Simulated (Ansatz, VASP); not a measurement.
# GaN: VASP beside Ansatz

The input INCAR:

```
ALGO = Normal ; EDIFF = 1E-6
ENCUT = 520 ; GGA = PS
ISIF = 2 ; ISMEAR = -1
LASPH = True ; LCHARG = False
LREAL = False ; LWAVE = False
NBANDS = 16 ; NELM = 100
PREC = Accurate ; SIGMA = 0.05
```

Contents of KPOINTS:

```
k-points
0
Gamma
  11 11 11
```

POSCAR

```
GaN
1.0
    0.0000000000      2.0916465448      2.0916465448
    2.0916465448      0.0000000000      2.0916465448
    2.0916465448      2.0916465448      0.0000000000
Ga N
1 1
Direct
    0.0000000000      0.0000000000      0.0000000000
    0.5000000000      0.5000000000      0.5000000000
```

input.yaml

```yaml
crystal:
  lattice:
    - [0.0, 2.0916465448, 2.0916465448]
    - [2.0916465448, 0.0, 2.0916465448]
    - [2.0916465448, 2.0916465448, 0.0]
  atoms:
    - { symbol: Ga, position: [0.0, 0.0, 0.0] }
    - { symbol: "N", position: [0.5, 0.5, 0.5] }
hamiltonian:
  xc: pbesol
  pseudopotentials: { kind: paw }
kpoints:
  mp_grid: { grid: [11, 11, 11] }
scf:
  occupations: { method: fermi_dirac, width: 0.05 }
output:
  forces: true
  stress: true
  eigenvalues: true
```

Measurements of this composition are mostly on another form, of space group No. 186.

Alike in both runs: task single point; functional PBEsol; k mesh 11 × 11 × 11; occupations fermi-dirac, width 0.05 eV; no spin polarisation.

|  | VASP | Ansatz |
| --- | --- | --- |
| version | VASP 6.6.1 | Ansatz 0.2.0 |
| potentials or method | VASP PAW PBE potentials, release 64 (Ga_d, N) | Ansatz PAW |
| plane-wave cutoff (eV) | 520 | 420 |
| valence electrons in the cell | 18 | 18 |

```csv
,VASP,Ansatz,Ansatz less VASP
gap on the k mesh at the Fermi level (eV),0.85,0.86,+0.010
least direct gap on the mesh (eV),3.15,3.13,-0.017
pressure (GPa),6.9,6.4,-0.50
```

Caveats: the PAW data sets were made with another functional, which shifts forces and pressure a little (VASP); an odd mesh through Γ misses points on the zone boundary, where band edges often lie (VASP); odd divisions of the mesh miss points on the zone boundary, where band edges often lie, so the gap on the mesh can be too wide (Ansatz); the pressure holds a Pulay correction of +0.7 GPa for the finite cutoff (Ansatz); the PAW data sets come from PBE, with cores solved anew for the run's functional, which leaves a small shift of forces and pressure (Ansatz). A hybrid or GW would open this gap; PBEsol tends to underestimate it.
